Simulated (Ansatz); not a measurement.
**Ga2O3: the band gap up the ladder of functionals**

One table from this session's results is given with a row withheld; the runs are named, their logs left out.

The COD cell was measured well above room temperature, so it is larger than a cold one.

Program: Ansatz 0.2.0. PAW datasets, plane waves. Spin-unpolarised throughout; all numbers are computed.

**The structure to begin with**

The cell was relaxed beforehand with r2SCAN.

Space group R-3c (No. 167), trigonal; conventional cell a = 4.985 Å, c = 13.442 Å, 9.64 Å³ an atom. Ga has 6 O at 1.93–2.07 Å; O has 4 Ga at 1.93–2.07 Å.

The structure in full:

```
Ga O
1.0
     2.49226    1.43891    4.48064
    -2.49226    1.43891    4.48064
     0.00000   -2.87782    4.48064
Ga O
4 6
Direct
  0.35543 0.35543 0.35543
  0.14457 0.14457 0.14457
  0.64457 0.64457 0.64457
  0.85543 0.85543 0.85543
  0.55363 0.94637 0.25000
  0.25000 0.55363 0.94637
  0.94637 0.25000 0.55363
  0.44637 0.05363 0.75000
  0.75000 0.44637 0.05363
  0.05363 0.75000 0.44637
```

The first run:

Input file input.yaml:

```yaml
crystal:
  lattice:
    - [2.4922622633, 1.4389082886, 4.4806364985]
    - [-2.4922622633, 1.4389082886, 4.4806364985]
    - [0.0, -2.8778165772, 4.4806364985]
  atoms:
    - { symbol: Ga, position: [0.3554263352, 0.3554263352, 0.3554263352] }
    - { symbol: Ga, position: [0.1445736648, 0.1445736648, 0.1445736648] }
    - { symbol: Ga, position: [0.6445736648, 0.6445736648, 0.6445736648] }
    - { symbol: Ga, position: [0.8554263352, 0.8554263352, 0.8554263352] }
    - { symbol: O, position: [0.5536335029, 0.9463664971, 0.25] }
    - { symbol: O, position: [0.25, 0.5536335029, 0.9463664971] }
    - { symbol: O, position: [0.9463664971, 0.25, 0.5536335029] }
    - { symbol: O, position: [0.4463664971, 0.0536335029, 0.75] }
    - { symbol: O, position: [0.75, 0.4463664971, 0.0536335029] }
    - { symbol: O, position: [0.0536335029, 0.75, 0.4463664971] }
kpoints:
  mp_grid: { grid: [6, 6, 6] }
  band_path:
    path:
      - [[0.0, 0.0, 0.0], [0.5, 0.5, 0.5], [0.7645797172052, 0.2354202827948, 0.5]]
      - [[0.5, -0.2354202827948, 0.2354202827948], [0.5, 3.100582822087e-17, -3.967316470055e-17], [0.0, 0.0, 0.0], [0.3677101413974, -0.3677101413974, 1.751062331535e-34]]
      - [[0.6322898586026, 6.201165644173e-17, 0.3677101413974], [0.5, 6.201165644173e-17, 0.5], [0.0, 0.0, 0.0]]
    npoints: 10
hamiltonian:
  xc: pbe
scf:
  occupations: { method: fermi_dirac, width: 0.02 }
  n_extra_bands: 6
output:
  forces: true
  stress: true
  eigenvalues: true
  write_density: true
  write_potential: true
  elf: true
  volumetric_format: npy
```

Command:

```
$ ansatz run input.yaml --threads 4 --pin off --max-ram 9216MiB --backend cpu --events-out ev --progress --plain --runs-dir out
```

Among the steps run: PBE band path; r2SCAN; HSE06 at the same geometry; PBE+SOC; PBE0 at the same geometry; LDA at the same geometry; Quasiparticle levels, G0W0@PBE; Single point with DDH-PBE0; Single point with r2SCANh.

One of the session's tables, all rows but one given; the rest of the session is left out.

```
                     level  gap (eV)
                       PBE      2.85
                    r2SCAN      3.55
                     HSE06      4.62
                   PBE+SOC      2.85
                      PBE0      5.34
                       LDA         ?
G0W0@PBE (287 empty bands)      4.55
G0W0@PBE (528 empty bands)      4.61
                  DDH-PBE0      5.13
                   r2SCANh      4.45
```

**Question.** Estimate the row for LDA.

**Answer.** gap (eV): 2.78. In the column «gap (eV)» it is the lowest.

Meshes: PBE 6×6×6, r2SCAN 6×6×6, HSE06 4×4×4, PBE+SOC 6×6×6, PBE0 4×4×4, LDA 6×6×6, DDH-PBE0 4×4×4, r2SCANh 4×4×4

**Reading.** The gap runs from 2.78 eV (LDA) to 5.34 eV (PBE0). Against G0W0@PBE, PBE is short by 1.76 eV, at 62 % of it, and r2SCAN 77 %. PBE0 lies 0.72 eV above HSE06, which differs from it by screening the long-range exchange. Spin-orbit coupling changes the PBE gap by +0.00 eV, which is little. The G0W0 figures hold for the stated bands, cutoff and mesh and aren't extrapolated. All values are for fixed nuclei; lattice motion, which mostly narrows measured gaps, is not included.

Caveats from the session: Warnings in the runs' records: stress scf threshold loose, stress exchange threshold loose.
